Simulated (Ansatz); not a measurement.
In doubt: masses and optical values from hybrid runs of this build are listed as unsure (in some of the runs), which bears on the screening that GW takes from such a start.

Consider GaN (P6_3mc).

The database entry behind the starting cell differs from later determinations by our own check (about 0.3 % short, ideal inner coordinate), so it need not match the best structure at ambient conditions.

```xyz
4
Lattice="3.1800 0.0000 0.0000 -1.5900 2.7540 0.0000 0.0000 0.0000 5.1660" Properties=species:S:1:pos:R:3 pbc="T T T"
Ga    0.0000    1.8360    0.0000
Ga    1.5900    0.9180    2.5830
N     0.0000    1.8360    1.9373
N     1.5900    0.9180    4.5203
```

The cell and positions come from the Crystallography Open Database and are kept as given unless a step says otherwise. PAW set soft_2, made with PBE.

Gaps computed with Ansatz 0.2.0 without a self-energy: HSE06 3.23 eV, r2SCAN 2.38 eV and PBE0 3.93 eV.

What gap should G0W0 on HSE06 give (6×6×4 mesh, 135 empty bands, screening to 120 eV, default PAW files)?

About 3.70 eV: on its mesh the run moves the gap from 3.23 eV by +0.46 eV. Among the scalar-relativistic levels given, PBE0 is nearest (+0.23 eV). Bands and cutoff are finite, so the gap is not at the basis limit. The miss can reach some tenths of an eV and take either sign; the mesh is an error of its own. The many-body steps are scalar-relativistic: spin-orbit coupling is not in them.

[Paths, hosts, dates, memory and timing lines, banners, echoed tables and standing remarks are left out of the program output.]

[Logs are printed without paths, hosts, clocks, repeated set-up lines and the standing remarks that a program may print on its own settings, such as how far it seeks lower states.]

[Runs of the session that timed out or met a known fault of the program may be left out.]

[Cells called generated may have been cut or substituted from an entry of the Crystallography Open Database or the Materials Project.]

[Hosts, paths, dates, database ids (printed as entryN), source tags and the programs' standing remarks are cut or masked in the printed files.]
